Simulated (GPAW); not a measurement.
Runs of GPAW 26.7.0 on MgS. It takes space group P6_3mc (No. 186, hexagonal). The conventional cell has a = 4.035 Å, b = 4.035 Å, c = 6.432 Å, α = 90.00°, β = 90.00°, γ = 120.00°. S (site symmetry 3m) is surrounded by 4 Mg at 2.45 to 2.47 Å. Mg (site symmetry 3m) is surrounded by 4 S at 2.45 to 2.47 Å. The cell comes from a database or a generator and needn't be the stable form of this composition.

```tsv
level	gap on the mesh (eV)	pressure (GPa)	relaxed volume (Å³/atom)	largest force (eV/Å)
PBEsol	3.29	-0.1	22.61	0.01
PBEsol+D3(BJ)	3.43	-0.1	21.96	0.01
PBEsol+D3	3.40	-0.1	(b)	-
PBEsol+D3(BJ)+ATM	(a)	-0.1	22.03	0.01
PBEsol+D4	3.37	0.0	22.23	-
```

Alike in all rows: task relaxation of cell and atoms; potentials or basis PAW data sets generated in the run's folder for this functional, pw; no spin polarisation; cell relaxed; k mesh 5 × 5 × 3; cutoff (eV) 800; smearing fermi-dirac 0.05 eV.

Problem. Estimate the missing entries.

Solution. (a) 3.41; (b) 22.11.

Caveats: later steps reuse the first step's grids.

